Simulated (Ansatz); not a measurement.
**Ir in Ansatz: the effect of target pressure**

Crystal: Ir.

```
Ir
1.0
     0.00000    1.91560    1.91560
     1.91560    0.00000    1.91560
     1.91560    1.91560    0.00000
Ir
1
Direct
  0.00000 0.00000 0.00000
```

Alike in all runs:

```yaml
Program: Ansatz 0.2.0
Task: relaxation of cell and atoms
Functional: PBE
Potentials_or_basis: Ansatz PAW
Cutoff: "420 eV (not typed: the program's choice for these potentials)"
k_mesh: 12 × 12 × 12
Occupations: fermi-dirac, width 0.05 eV
Spin: no spin polarisation
```

Each run relaxes the cell or the atoms first.

```csv
target pressure,relaxed volume (Å³/atom)
0 GPa,14.48
2 GPa,14.40
5 GPa,14.28
10 GPa,?
20 GPa,13.77
30 GPa,13.48
```

Q: What does the run with target pressure 10 GPa give?

A: Relaxed volume 14.10 Å³/atom.

Worked out: In Murnaghan's law V^(-B') rises as a straight line in P. The other rows fit best with B' = 5.0, V0 = 14.48 Å³/atom and B0 = 349 GPa, which gives 14.10 Å³/atom at 10 GPa, against the run's 14.10.

Caveats: the plane-wave basis is chosen anew once the cell has moved, so the energies of steps on either side of that aren't comparable.
